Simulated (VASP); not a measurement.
# Ta (Im-3m) in VASP: notebook

The runs below take Ta through relaxation of cell and atoms, with PBE.

Program: VASP 6.6.1. These are calculated values, not measurements. Logs are shortened: lines on timing, memory, paths and dates and some standing lists are left out, and cuts for length are marked.

## (1) The structure

The structure is cubic, space group Im-3m (No. 229). The conventional cell has a = 3.303 Å, b = 3.303 Å, c = 3.303 Å, α = 90.00°, β = 90.00°, γ = 90.00°. Ta (site symmetry m-3m) has 8 Ta at 2.86 Å as nearest neighbours.

## (2) Relaxation of cell and atoms, PBE

INCAR reads:

```
SYSTEM = Ta
PREC = Accurate
ENCUT = 520
EDIFF = 1E-7
ISMEAR = 0
SIGMA = 0.1
LREAL = .FALSE.
LASPH = .TRUE.
NELM = 80
ALGO = Normal
ISIF = 3
LWAVE = .FALSE.
LCHARG = .FALSE.
GGA = PE
IBRION = 2
NSW = 80
EDIFFG = -0.002
```

KPOINTS reads:

```
Automatic mesh
0
G
  26 26 26
  0 0 0
```

POSCAR reads:

```
Ta
1.0
   -1.6512800000      1.6512800000      1.6512800000
    1.6512800000     -1.6512800000      1.6512800000
    1.6512800000      1.6512800000     -1.6512800000
Ta
1
Direct
    0.0000000000      0.0000000000      0.0000000000
```

Potentials or basis: VASP PAW PBE potentials, release 64 (Ta_pv).

The run is started by

```
cat potpaw_PBE.64/Ta_pv/POTCAR > POTCAR
mpirun -np 1 vasp_std > vasp.out
```

OUTCAR:

```text
SYSTEM = Ta
   PREC = Accurate
   ENCUT = 520
   EDIFF = 1E-7
   ISMEAR = 0
   LREAL = .FALSE.
   LASPH = .TRUE.
   NELM = 80
   ISIF = 3
   GGA = PE
   IBRION = 2
   NSW = 80
   EDIFFG = -0.002

 ion  position               nearest neighbor table
   1  0.000  0.000  0.000-

  LATTYP: Found a body centered cubic cell.
 ALAT       =     3.3025600000

  Lattice vectors:

 A1 = (  -1.6512800000,   1.6512800000,   1.6512800000)
 A2 = (   1.6512800000,  -1.6512800000,   1.6512800000)
 A3 = (   1.6512800000,   1.6512800000,  -1.6512800000)

Analysis of symmetry for initial positions (statically):
=====================================================================
 Subroutine PRICEL returns:
 Original cell was already a primitive cell.

 Routine SETGRP: Setting up the symmetry group for a
 body centered cubic supercell.

 Subroutine GETGRP returns: Found 48 space group operations
 (whereof 48 operations were pure point group operations)
 out of a pool of 48 trial point group operations.

The static configuration has the point symmetry O_h .

Analysis of symmetry for dynamics (positions and initial velocities):
=====================================================================
 Subroutine PRICEL returns:
 Original cell was already a primitive cell.

 Routine SETGRP: Setting up the symmetry group for a
 body centered cubic supercell.

 Subroutine GETGRP returns: Found 48 space group operations
 (whereof 48 operations were pure point group operations)
 out of a pool of 48 trial point group operations.

The dynamic configuration has the point symmetry O_h .

 Subroutine INISYM returns: Found 48 space group operations
 (whereof 48 operations are pure point group operations),
 and found     1 'primitive' translations

----------------------------------------------------------------------------------------

                                     Primitive cell

  volume of cell :      18.0104

  direct lattice vectors                    reciprocal lattice vectors
    -1.651280000  1.651280000  1.651280000     0.000000000  0.302795407  0.302795407
     1.651280000 -1.651280000  1.651280000     0.302795407  0.000000000  0.302795407
     1.651280000  1.651280000 -1.651280000     0.302795407  0.302795407  0.000000000

  length of vectors
     2.860100858  2.860100858  2.860100858     0.428217371  0.428217371  0.428217371

  position of ions in fractional coordinates (direct lattice)
     0.000000000  0.000000000  0.000000000

  ion indices of the primitive-cell ions
   primitive index   ion index
                 1           1

----------------------------------------------------------------------------------------

 KPOINTS: Automatic mesh

Automatic generation of k-mesh.
 Grid dimensions read from file:
 generate k-points for:   26   26   26

 Generating k-lattice:

  Cartesian coordinates                     Fractional coordinates (reciprocal lattice)
     0.000000000  0.011645977  0.011645977     0.038461538  0.000000000  0.000000000
     0.011645977  0.000000000  0.011645977     0.000000000  0.038461538  0.000000000
     0.011645977  0.011645977  0.000000000     0.000000000  0.000000000  0.038461538

  Length of vectors
     0.016469899  0.016469899  0.016469899

  Shift w.r.t. Gamma in fractional coordinates (k-lattice)
     0.000000000  0.000000000  0.000000000

 Subroutine IBZKPT returns following result:
 ===========================================

 Found    511 irreducible k-points:

 Following reciprocal coordinates:
            Coordinates               Weight
  0.000000  0.000000  0.000000      1.000000
  0.038462  0.000000  0.000000     12.000000
  0.076923  0.000000  0.000000     12.000000
  0.115385  0.000000  0.000000     12.000000
  0.153846  0.000000  0.000000     12.000000
  0.192308  0.000000  0.000000     12.000000
[... 16 lines left out ...]
  0.346154  0.038462  0.000000     48.000000
  0.384615  0.038462  0.000000     48.000000
 [... further k-points ...]
   k-points           NKPTS =    511   k-points in BZ     NKDIM =    511   number of bands    NBANDS=      9
   number of dos      NEDOS =    301   number of ions     NIONS =      1
   total plane-waves  NPLWV =  13824
   dimension x,y,z NGX =    24 NGY =   24 NGZ =   24
   dimension x,y,z NGXF=    48 NGYF=   48 NGZF=   48
   ions per type =               1
   NGX,Y,Z   is equivalent  to a cutoff of  13.95, 13.95, 13.95 a.u.
   NGXF,Y,Z  is equivalent  to a cutoff of  27.90, 27.90, 27.90 a.u.
 SYSTEM =  Ta
   PREC   = accura    normal or accurate (medium, high low for compatibility)
   ISTART =      0    job   : 0-new  1-cont  2-samecut
   ICHARG =      2    charge: 1-file 2-atom 10-const
   ISPIN  =      1    spin polarized calculation?
   LNONCOLLINEAR =      F non collinear calculations
   LSORBIT =      F    spin-orbit coupling
   LASPH  =      T    aspherical Exc in radial PAW
   ENCUT  =  520.0 eV  38.22 Ry    6.18 a.u.   5.32  5.32  5.32*2*pi/ulx,y,z
   NELM   =     80;   NELMIN=  2; NELMDL= -5     # of ELM steps
   EDIFF  = 0.1E-06   stopping-criterion for ELM
   LREAL  =      F    real-space projection
   EDIFFG = -.2E-02   stopping-criterion for IOM
   NSW    =     80    number of steps for IOM
   IBRION =      2    ionic relax: 0-MD 1-quasi-New 2-CG
   NFREE  =      1    steps in history (QN), initial steepest desc. (CG)
   ISIF   =      3    stress and relaxation
   ISYM   =      2    0-nonsym 1-usesym 2-fastsym
   POTIM  = 0.5000    time-step for ionic-motion
   TEBEG  =    0.0;   TEEND  =   0.0 temperature during run
   PSTRESS=    0.0 pullay stress
   NELECT =      11.0000    total number of electrons
   NUPDOWN=      -1.0000    fix difference up-down
   EMIN   =  10.00;   EMAX   =-10.00  energy-range for DOS
   EFERMI =   0.00;   METHOD = LEGACY
   ISMEAR =     0;   SIGMA  =   0.10  broadening in eV -4-tet -1-fermi 0-gaus
   EFERMI_NEDOS =   21; number of points for ismear=-14 and -15
   IALGO  =     38    algorithm
   IMIX   =      4    mixing-type and parameters
     AMIX     =   0.40;   BMIX     =  1.00
     AMIX_MAG =   1.60;   BMIX_MAG =  1.00
  volume/ion in A,a.u.               =      18.01       121.54
  Fermi-wavevector in a.u.,A,eV,Ry     =   1.388988  2.624806 26.249534  1.929286
  Thomas-Fermi vector in A             =   2.513061
   LORBIT       =      0    0 simple, 1 ext, 2 COOP (PROOUT), +10 PAW based schemes
   GGA     = PE    functional components
   LHFCALC =     F    Hartree Fock is set to
   AEXX    =    0.0000 exact exchange contribution
   IVDW    =     0    specifies the selected vdW correction
   LEPSILON=     F    determine dielectric tensor
   LRPA    =     F    only Hartree local field effects (RPA)
 conjugate gradient relaxation of ions
 non-spin polarized calculation
 Gauss-broadening in eV      SIGMA  =   0.10
  energy-cutoff  :      520.00
  volume of cell :       18.01
 maximum number of plane-waves:       496
 NGX is ok and might be reduce to    24
   NGX = 11   NGY = 11   NGZ = 11

--------------------------------------- Ionic step        1  -------------------------------------------

 number of electron      11.0000002 magnetization

 Free energy of the ion-electron system (eV)
  ---------------------------------------------------
  ext. energy  EPLUGINS =         0.00000000
  ---------------------------------------------------
  free energy    TOTEN  =       -11.81336037 eV

  energy without entropy =      -11.80713381  energy(sigma->0) =      -11.81024709

------------------------ aborting loop because EDIFF is reached ----------------------------------------

  FORCE on cell =-STRESS in cart. coord.  units (eV):
  Direction    XX          YY          ZZ          XY          YZ          ZX
  --------------------------------------------------------------------------------------
  -------------------------------------------------------------------------------------
  Total        0.3673850      0.3673850      0.3673850      0.0000000      0.0000000     -0.0000000
  in kB       32.6820879     32.6820879     32.6820879      0.0000000      0.0000000     -0.0000000
  external PRESSURE =      32.6820879 kB  Pullay stress =       0.0000000 kB
[... 86 lines left out ...]
  FREE ENERGIE OF THE ION-ELECTRON SYSTEM (eV)
  ---------------------------------------------------
  free  energy   TOTEN  =       -11.8162745096 eV

  energy  without entropy=      -11.8101140796  energy(sigma->0) =      -11.81319429

[... ionic steps 4 to 13 ...]

--------------------------------------- Ionic step       14  -------------------------------------------

 number of electron      11.0000000 magnetization

------------------------ aborting loop because EDIFF is reached ----------------------------------------

  FORCE on cell =-STRESS in cart. coord.  units (eV):
  Direction    XX          YY          ZZ          XY          YZ          ZX
  --------------------------------------------------------------------------------------
  -------------------------------------------------------------------------------------
  Total        0.0034880      0.0034880      0.0034880      0.0000000      0.0000000      0.0000000
  in kB        0.3053902      0.3053902      0.3053902      0.0000000      0.0000000      0.0000000
  external PRESSURE =       0.3053902 kB  Pullay stress =       0.0000000 kB
[... 55 lines left out ...]
  energy  without entropy=      -11.8101137792  energy(sigma->0) =      -11.81319440

--------------------------------------- Ionic step       16  -------------------------------------------

 number of electron      11.0000000 magnetization

 Free energy of the ion-electron system (eV)
  ---------------------------------------------------
  ext. energy  EPLUGINS =         0.00000000
  ---------------------------------------------------
  free energy    TOTEN  =       -11.81627500 eV

  energy without entropy =      -11.81011419  energy(sigma->0) =      -11.81319460

 E-fermi :   5.3499     XC(G=0): -12.5372

 val. band max:        5.3458438817   @ k =  -0.3462   0.4231   0.0385
 cond. band min:       5.3524222001   @ k =  -0.1538   0.2308   0.0385
 fundamental gap:      0.0065783185
 Fermi energy:         5.3499452347

 k-point     1 :       0.0000    0.0000    0.0000
  band No.  band energies     occupation
      1     -27.7810      2.00000
      2     -27.7810      2.00000
      3     -27.7810      2.00000
      4      -2.4970      2.00000
      5       6.0902      0.00000
      6       6.0902      0.00000
      7       6.0902      0.00000
      8       9.3072      0.00000
      9       9.3072      0.00000
[... 265 lines left out ...]
 k-point    24 :       0.3846    0.0385    0.0000
  band No.  band energies     occupation
      1     -28.7988      2.00000
      2     -28.1150      2.00000
      3     -27.7937      2.00000
      4       1.0452      2.00000
      5       4.0262      2.00000
      6       5.9816      0.00000
      7       9.2098      0.00000
      8      10.0402      0.00000
      9      11.9489      0.00000

 [... further k-points ...]
[... 5 lines left out ...]
  --------------------------------------------------------------------------------------
  -------------------------------------------------------------------------------------
  Total        0.0001765      0.0001765      0.0001765      0.0000000     -0.0000000     -0.0000000
  in kB        0.0154545      0.0154545      0.0154545      0.0000000     -0.0000000     -0.0000000
  external PRESSURE =       0.0154545 kB  Pullay stress =       0.0000000 kB
[... 16 lines left out ...]
  FREE ENERGIE OF THE ION-ELECTRON SYSTEM (eV)
  ---------------------------------------------------
  free  energy   TOTEN  =       -11.8162750011 eV

  energy  without entropy=      -11.8101141949  energy(sigma->0) =      -11.81319460

 reached required accuracy - stopping structural energy minimisation
```

Run time: 3.5 min. Hardware: 1 thread of Intel Xeon Platinum 8488C (Sapphire Rapids), shared host; peak memory 0.23 GiB.

Results:

| Property | Result |
| --- | --- |
| Free energy | -11.8163 eV |
| Relaxed volume | 18.30 Å³/atom |
| Relaxed cell | a = 2.875 Å, b = 2.875 Å, c = 2.875 Å, α = 109.47°, β = 109.47°, γ = 109.47° |
| Space group after relaxing (to 0.05 Å) | Im-3m (No. 229) |
| Energy gained by relaxing | 2.9 meV/atom |
| Ionic steps | 16 |
| Pressure after relaxing | 0.0 GPa |
| Band gap on the k mesh | none (metal or under the smearing width) |

The path:
```csv
step,energy change (eV),largest force (eV/Å),pressure (GPa),volume (Å³)
1,0.0000,0.0000,3.27,18.01
2,0.0120,0.0000,-6.76,18.99
3,-0.0029,0.0000,-0.03,18.30
4,-0.0029,0.0000,0.03,18.30
5,-0.0029,0.0000,0.03,18.30
6,-0.0029,0.0000,0.03,18.30
7,-0.0029,0.0000,0.03,18.30
8,-0.0029,0.0000,0.03,18.30
9,-0.0029,0.0000,0.03,18.30
10,-0.0029,0.0000,0.03,18.30
11,-0.0029,0.0000,0.03,18.30
12,-0.0029,0.0000,0.03,18.30
13,-0.0029,0.0000,0.03,18.30
14,-0.0029,0.0000,0.03,18.30
15,-0.0029,0.0000,0.03,18.30
16,-0.0029,0.0000,0.00,18.30
```

Final structure:
```yaml
crystal:
  lattice:
    - [-1.66013, 1.66013, 1.66013]
    - [1.66013, -1.66013, 1.66013]
    - [1.66013, 1.66013, -1.66013]
  atoms:
    - { symbol: Ta, position: [0.00000, 0.00000, 0.00000] }
```

The run has no spin-orbit coupling, so splittings on Ta are missing. Zero-point motion and thermal expansion aren't in these numbers.

## (3) Relaxation of cell and atoms, PBE

This run uses another cell than the first one, of 18.30 Å³/atom, 1.016 times its volume.

INCAR is that of step 2.

KPOINTS is that of step 2.

POSCAR reads:

```
Ta                                      
1.0
   -1.6601287958      1.6601287958      1.6601287958
    1.6601287958     -1.6601287958      1.6601287958
    1.6601287958      1.6601287958     -1.6601287958
  Ta            
     1
Direct
     0.0000000000000000    0.0000000000000000    0.0000000000000000
```

Potentials or basis: VASP PAW PBE potentials, release 64 (Ta_pv).

The run is started by

```
cat potpaw_PBE.64/Ta_pv/POTCAR > POTCAR
mpirun -np 1 vasp_std > vasp.out
```

Run time: 48 s. Hardware: 1 thread of Intel Xeon Platinum 8488C (Sapphire Rapids), shared host; peak memory 0.22 GiB.

It converged, with:

```yaml
Free_energy: -11.8164 eV
Pressure_after_relaxing: 0.0 GPa
Band_gap_on_the_k_mesh: none (metal or under the smearing width)
```

Final structure:
```xyz
1
Lattice="-1.6601 1.6601 1.6601 1.6601 -1.6601 1.6601 1.6601 1.6601 -1.6601" Properties=species:S:1:pos:R:3 pbc="T T T"
Ta    0.0000    0.0000    0.0000
```

Levels at points of the mesh, in eV from the Fermi level:
```tsv
k point	band 2	band 3	band 4	band 5	band 6	band 7	band 8	band 9
(0.00, 0.00, 0.00)	-33.13	-33.13	-7.85	0.74	0.74	0.74	3.96	3.96
(0.50, 0.00, 0.00)	-33.49	-33.14	-4.30	-1.49	1.52	3.83	4.84	7.65
(0.50, 0.50, 0.50)	-33.91	-33.91	-3.70	-3.70	6.71	6.71	6.71	8.52
```

Caveat: the relaxation stopped at its first step, so nothing moved. The run has no spin-orbit coupling, so splittings on Ta are missing.
